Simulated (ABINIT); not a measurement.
Crystal: AlN.

```
CELL_PARAMETERS angstrom
0.00000 2.18399 2.18399
2.18399 0.00000 2.18399
2.18399 2.18399 0.00000
ATOMIC_POSITIONS crystal
Al 0.00000 0.00000 0.00000
N 0.25000 0.25000 0.25000
```

Measurements of this composition are mostly on another form, of space group No. 186.

Base run:

* Program: ABINIT 10.8.3 (patched build)
* Functional: HSE06
* Potentials or basis: PseudoDojo NC SR PBE v0.4.1 standard
* Cutoff: 952 eV
* k mesh: 8 × 8 × 8
* Occupations: fixed
* Spin: no spin polarisation

Its results: band gap on the k mesh 4.59 eV, indirect (least direct gap 5.56 eV); pressure -0.2 GPa.

Question: The run is repeated on the same cell with these changes: functional from HSE06 to PBE. What comes out?

Answer: Band gap on the k mesh 3.33 eV, indirect (least direct gap 4.19 eV); pressure 3.8 GPa.

HSE06 gives the wider gap, since exact exchange removes part of the self-interaction.

Caveats: Libxc's HSE differs a little from that of other programs (some runs); the potentials were made for another functional, which shifts forces and pressure (some runs).

A k mesh can miss the band edges.
